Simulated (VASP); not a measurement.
A run of VASP 6.6.1 is set up as follows.

run.py

```python
from ase import Atoms
from ase.calculators.vasp import Vasp
from ase.dft.dos import DOS

atoms = Atoms(
    ['Ti'],
    cell=[[0.022408, 1.938986, 2.006099], [2.116795, -0.046168, 2.074675], [2.068337, 1.959104, 0.00229]],
    scaled_positions=[[0.009079, -0.024165, 0.000966]],
    pbc=True,
)
calc = Vasp(
    directory='calc',
    xc='pbe',
    pp='PBE',
    setups='minimal',
    prec='Accurate',
    encut=500,
    ediff=1e-06,
    ismear=1,
    sigma=0.1,
    lreal=False,
    lasph=True,
    nelm=100,
    algo='Normal',
    isif=2,
    lwave=False,
    lcharg=False,
    lmaxmix=4,
    ivdw=13,
    lorbit=10,
    kpts=[11, 11, 11],
    gamma=True,
    nbands=8,
)
atoms.calc = calc

print('energy (eV):', atoms.get_potential_energy())
print('free energy (eV):', atoms.get_potential_energy(force_consistent=True))
print('forces (eV/A):')
print(atoms.get_forces())
print('stress (eV/A^3, Voigt):', atoms.get_stress())
print('Fermi level (eV):', calc.get_fermi_level())
dos = DOS(calc, width=0.1, window=(-10, 10), npts=301)
print('E - E_F (eV), DOS (1/eV)')
for e, g in zip(dos.get_energies(), dos.get_dos()):
    print(f'{e:8.3f} {g:10.4f}')
```

Potentials or basis: VASP PAW PBE potentials, release 64 (Ti).

Command:

```bash
$ python run.py
```

Estimate the pressure.

0.5 GPa.

Predict the dispersion energy per atom.

-0.209 eV.

Estimate the band gap on the k mesh.

none (metal or under the smearing width).

States per cell in windows of 0.5 eV (zero at the Fermi level; states under -7 eV left out):
```
from (eV)  total  Ti1_d  Ti1_p  Ti1_s
     -7.0   0.00   0.00   0.00   0.00
     -6.5   0.00   0.00   0.00   0.00
     -6.0   0.02   0.00   0.00   0.02
     -5.5   0.05   0.00   0.00   0.04
     -5.0   0.03   0.00   0.00   0.02
     -4.5   0.09   0.00   0.01   0.06
     -4.0   0.07   0.01   0.01   0.04
     -3.5   0.21   0.03   0.04   0.10
     -3.0   0.19   0.07   0.03   0.06
     -2.5   0.60   0.32   0.08   0.13
     -2.0   0.50   0.32   0.07   0.06
     -1.5   0.71   0.55   0.08   0.02
     -1.0   0.73   0.55   0.11   0.01
     -0.5   0.71   0.52   0.13   0.01
      0.0   0.96   0.73   0.17   0.01
      0.5   0.73   0.59   0.10   0.01
      1.0   0.81   0.71   0.06   0.01
      1.5   0.62   0.56   0.04   0.00
      2.0   0.98   0.89   0.05   0.01
      2.5   0.67   0.63   0.03   0.00
      3.0   0.81   0.77   0.03   0.00
      3.5   1.13   1.09   0.02   0.00
      4.0   0.38   0.31   0.06   0.01
      4.5   0.17   0.12   0.05   0.01
      5.0   0.26   0.17   0.08   0.01
      5.5   0.17   0.10   0.07   0.01
      6.0   0.15   0.08   0.07   0.01
      6.5   0.14   0.07   0.08   0.01
      7.0   0.06   0.03   0.04   0.00
      7.5   0.06   0.02   0.04   0.01
```

Caveat: pairwise dispersion overbinds metals, which lowers pressure and volume.
